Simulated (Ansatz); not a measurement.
Consider Ga3AsP2 (zincblende [001] superlattice).

The cell holds 12 atoms: 6 Ga, 2 As and 4 P. Cell: a = 3.900 Å, b = 3.900 Å, c = 16.510 Å, α = 90.0°, β = 90.0°, γ = 90.0°. It derives from GaAs. Regions: GaAs, 4 atoms (2 Ga and 2 As); GaP, 8 atoms (4 Ga and 4 P). The structure's axis is c.

```xyz
12
Lattice="3.9001 0.0000 0.0000 0.0000 3.9001 0.0000 0.0000 0.0000 16.5098" Properties=species:S:1:pos:R:3 pbc="T T T"
Ga    0.0000    0.0000    0.6716
As    1.9500    0.0000    2.1161
Ga    1.9500    1.9500    3.5584
As    0.0000    1.9500    5.0008
Ga    0.0000    0.0000    6.4453
P     1.9500    0.0000    7.7870
Ga    1.9500    1.9500    9.1304
P     0.0000    1.9500   10.4718
Ga    0.0000    0.0000   11.8133
P     1.9500    0.0000   13.1549
Ga    1.9500    1.9500   14.4962
P     0.0000    1.9500   15.8397
```

The structure was relaxed with PBEsol. The runs that relaxed it are not among those shown.

Gaps computed with Ansatz 0.2.0 without a self-energy: PBEsol 1.25 eV, PBEsol+SOC 1.18 eV and HSE06 2.04 eV.

Question: What gap should G0W0 on PBEsol give (4×4×2 mesh, 1047 empty bands, screening to 150 eV, PAW set soft_1 files)?

About 1.89 eV: on its mesh the run moves the gap from 1.25 eV by +0.65 eV. Among the scalar-relativistic levels given, HSE06 is nearest (+0.15 eV). Spin-orbit coupling is not in that value; its −0.07 eV at the PBEsol level would bring it to about 1.82 eV. Bands and cutoff are finite, so the gap is not at the basis limit. The miss can reach some tenths of an eV and take either sign; the mesh is an error of its own. The 4×4×2 mesh is coarse for this cell (its supercell is 16 Å along the shortest edge). The RPA ε∞ on it, from the PBEsol start, is 12.83 and 16.91; such meshes misread the long-range screening, most where the gap is narrow. The many-body steps are scalar-relativistic: spin-orbit coupling is not in them.

[Paths, hosts, dates, memory and timing lines, banners, echoed tables and standing remarks are left out of the program output.]

[Logs are printed without paths, hosts, clocks, repeated set-up lines and the standing remarks that a program may print on its own settings, such as how far it seeks lower states.]

[Runs of the session that timed out or met a known fault of the program may be left out.]

[Cells called generated may have been cut or substituted from an entry of the Crystallography Open Database or the Materials Project.]

[Hosts, paths, dates, database ids (printed as entryN), source tags and the programs' standing remarks are cut or masked in the printed files.]
